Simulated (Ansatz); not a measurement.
MnO:

```
Mn O
1.0
     0.00000    2.22391    2.22391
     2.22391    0.00000    2.22391
     2.22391    2.22391    0.00000
Mn O
1 1
Direct
  0.00000 0.00000 0.00000
  0.50000 0.50000 0.50000
```

The cell is a database's computed one.

Base run:

```yaml
Program: Ansatz 0.2.0
Functional: PBEsol
Potentials_or_basis: Ansatz PAW
Cutoff: "420 eV (not typed: the program's choice for these potentials)"
k_mesh: 10 × 10 × 10
Occupations: fermi-dirac, width 0.05 eV
Spin: collinear spin, ferromagnetic start
Starting_moments: "[4.0, 0.0] μB"
```

Its results: band gap on the k mesh none (metal or under the smearing width); pressure -7.2 GPa; net moment 4.77 μB per cell; site moments Mn +4.03; O +0.23 μB.

Task: The run is repeated on the same cell with these changes: hubbard terms from none to Mn d U = 2 eV; hubbard projectors from none to ortho-atomic (the default). What comes out?

Result: Band gap on the k mesh none (metal or under the smearing width); pressure 0.4 GPa; net moment 5.00 μB per cell; site moments Mn +4.23; O +0.22 μB.

Caveats: a cell with one magnetic atom can't hold antiferromagnetic order, which such compounds often take; the PAW data sets come from PBE, with cores solved anew for the run's functional, which leaves a small shift of forces and pressure; semilocal functionals often make such compounds metallic where correlation or magnetic order opens a gap, which also shifts bond lengths (some runs); the magnetic or orbital state may not be the lowest (some runs).
